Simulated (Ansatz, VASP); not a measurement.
Cs in VASP and in Ansatz

The input INCAR:

```
SYSTEM = Cs
PREC = Accurate
ENCUT = 520
EDIFF = 1E-7
ISMEAR = 0
SIGMA = 0.15
LREAL = .False.
LASPH = .True.
NELM = 100
ALGO = Fast
ISIF = 2
LWAVE = .False.
LCHARG = .False.
GGA = PE
NBANDS = 10
```

KPOINTS

```
regular mesh
0
Gamma
  12 12 12
  0 0 0
```

POSCAR

```
Cs
1.0
   -2.8713750000      2.8713750000      2.9469375000
    2.8713750000     -2.8713750000      2.9469375000
    2.8713750000      2.8713750000     -2.9469375000
Cs
1
Direct
    0.0000000000      0.0000000000      0.0000000000
```

Input for Ansatz:

```yaml
crystal:
  lattice:
    - [-2.871375, 2.871375, 2.9469375]
    - [2.871375, -2.871375, 2.9469375]
    - [2.871375, 2.871375, -2.9469375]
  atoms:
    - { symbol: Cs, position: [0.0, 0.0, 0.0] }
basis:
  ecutwfc: 420
kpoints:
  mp_grid: { grid: [12, 12, 12] }
hamiltonian:
  xc: pbe
scf:
  occupations: { method: gaussian, width: 0.15 }
output:
  forces: true
  stress: true
  eigenvalues: true
```

Change from the starting cell: strain -0.050 along x and y, -0.025 along z, atoms carried along.

Alike in both runs: task single point; functional PBE; k mesh 12 × 12 × 12; occupations gaussian, width 0.15 eV; no spin polarisation.

|  | VASP | Ansatz |
| --- | --- | --- |
| version | VASP 6.6.1 | Ansatz 0.2.0 |
| potentials or method | VASP PAW PBE potentials, release 64 (Cs_sv) | scalar-relativistic, plane waves, PAW |
| plane-wave cutoff (eV) | 520 | 420 |
| valence electrons in the cell | 9 | 9 |

```tsv
	VASP	Ansatz	Ansatz less VASP
gap on the k mesh at the Fermi level (eV)	none	none	-
pressure (GPa)	0.5	0.5	+0.01
```

A gap of «none» marks a metal or a gap that the smearing closes.

Spin-orbit coupling is left out, which matters for the levels of Cs.
